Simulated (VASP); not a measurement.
Input of a VASP 6.6.1 run:

Contents of INCAR:

```
ALGO = Normal
EDIFF = 1E-7
EDIFFG = -0.005
ENCUT = 520
GGA = CA
IBRION = 2
ISIF = 2
ISMEAR = 1
KPAR = 8
LASPH = True
LCHARG = False
LREAL = False
LWAVE = False
NELM = 100
NSW = 40
PREC = Accurate
SIGMA = 0.2
```

File KPOINTS:

```
k-points
0
Gamma
  12 18 1
```

Contents of POSCAR:

```
Cu
1.0
    3.5230000000      0.0000000000      0.0000000000
    0.0000000000      2.4911371901      0.0000000000
    0.0000000000      0.0000000000     27.4556859506
Cu
11
Direct
    0.0000000000      0.0000000000      0.2731674602
    0.5000000000      0.5000000000      0.3185339682
    0.0000000000      0.0000000000      0.3639004761
    0.5000000000      0.5000000000      0.4092669841
    0.0000000000      0.0000000000      0.4546334920
    0.5000000000      0.5000000000      0.5000000000
    0.0000000000      0.0000000000      0.5453665080
    0.5000000000      0.5000000000      0.5907330159
    0.0000000000      0.0000000000      0.6360995239
    0.5000000000      0.5000000000      0.6814660318
    0.0000000000      0.0000000000      0.7268325398
```

Potentials or basis: VASP PAW LDA potentials, release 64 (Cu).

Command:

```console
$ cat potpaw_LDA.64/Cu/POTCAR > POTCAR
$ mpirun -np 8 vasp_std > vasp.out
```

(1) What does it give for the band gap on the k mesh?

(2) Estimate the energy gained by relaxing.

Answers

(1) none (metal or under the smearing width).

(2) 6.0 meV/atom.
